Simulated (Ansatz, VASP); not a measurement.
**C in VASP and in Ansatz**

```xyz
1
Lattice="4.2834 0.0000 0.0000 0.0000 4.2834 0.0000 0.0000 0.0000 1.2908" Properties=species:S:1:pos:R:3 pbc="T T T"
C     2.1417    2.1417    0.6454
```

The cell was built by a generator and needn't be a form met in nature.

Alike in both runs: task single point; functional PBE; k mesh 6 × 6 × 20; occupations fermi-dirac, width 0.05 eV; no spin polarisation.

|  | VASP | Ansatz |
| --- | --- | --- |
| version | VASP 6.6.1 | Ansatz 0.2.0 |
| potentials or method | VASP PAW PBE potentials, release 64 (C) | Ansatz PAW soft_1 |
| plane-wave cutoff (eV) | 520 | 420 |
| valence electrons in the cell | 4 | 4 |

|  | VASP | Ansatz | Ansatz less VASP |
| --- | --- | --- | --- |
| gap on the k mesh at the Fermi level (eV) | none | none | - |
| pressure (GPa) | -1.7 | -1.6 | +0.09 |
| largest component of the traceless stress (GPa) | 2.61 | 2.51 | -0.102 |

A gap of «none» marks a metal or a gap that the smearing closes.
